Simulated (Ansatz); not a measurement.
## How Mg₂Ge (Fm-3m) stiffens under pressure

```
Mg Ge
1.0
     0.00000    3.18353    3.18353
     3.18353    0.00000    3.18353
     3.18353    3.18353    0.00000
Mg Ge
2 1
Direct
  0.25000 0.25000 0.25000
  0.75000 0.75000 0.75000
  0.00000 0.00000 0.00000
```

This is the zero-pressure cell. At each pressure cell and atoms are relaxed in this structure, and the constants are slopes of the stress at strains of ±0.005 with relaxed ions (the coefficients that govern stability under load). Level: r²SCAN, PAW on Ansatz 0.2.0's default frozen-core files (fitted under PBE), scalar-relativistic; k mesh 6×6×6, strains of ±0.005, fixed occupations, cutoff 500 eV. P is the pressure of the relaxed cell, less that of this one.

```tsv
P (GPa)	V/V₀	C11 (GPa)	C12 (GPa)	C44 (GPa)
0.00	1.0000	124.3	21.7	48.2
1.03	0.9824	130.1	25.0	50.5
1.99	0.9672	135.3	28.0	52.5
4.03	0.9385	146.0	34.4	56.5
7.00	?	?	?	?
10.03	0.8724	174.8	52.7	66.1
15.04	0.8306	197.0	67.7	72.5
```

Q: Does the bulk modulus from the constants agree with the pressure-volume curve?

A: A third-order Birch-Murnaghan fit to the volumes shown (F against f, f = [(V₀/V)^(2/3) − 1]/2) gives B₀ = 55.9 GPa and B′ = 4.0. Its −V dP/dV stands beside (C11 + 2C12)/3:

```
P (GPa)  from P(V)  from the constants
   0.00       55.9                55.9
   1.03       60.0                60.0
   1.99       63.7                63.8
   4.03       71.5                71.6
  10.03       93.5                93.4
  15.04      111.1               110.8
```

Q: What are the pressure derivatives at zero pressure?

A: Slopes at V₀ of quadratic fits in −ln(V/V₀) through the first four rows shown, divided by B₀: dC11/dP = 5.7, dC12/dP = 3.2, dC44/dP = 2.3. The mean slopes up to 2.0 GPa are 5.5, 3.2, 2.2; curvature and scatter of the constants part the two. The combination (dC11/dP + 2 dC12/dP)/3 = 4.0 stands against B′.

Q: Fill the row at 7.00 GPa.

A: Cubic fits in −ln(V/V₀) through all rows shown give C11 = 160.7, C12 = 43.5, C44 = 61.6 GPa. Computed: V/V₀ = 0.9030, C11 (GPa) = 160.7, C12 (GPa) = 43.5, C44 (GPa) = 61.6.

Q: Does a shear stiffness soften?

A: C44 goes from 48.2 to 72.5 GPa; (C11 − C12)/2 goes from 51.3 to 64.6 GPa. Neither ends more than 3 % under its start, and the lattice stays mechanically stable over this range.

Limits of these numbers: no other phase was computed; many crystals of this kind change structure within this range, and rows or crossings beyond such a change describe a metastable lattice; frozen-core PAW files fitted under PBE, their cores solved anew for the functional of the run; phonons weren't checked at these pressures.
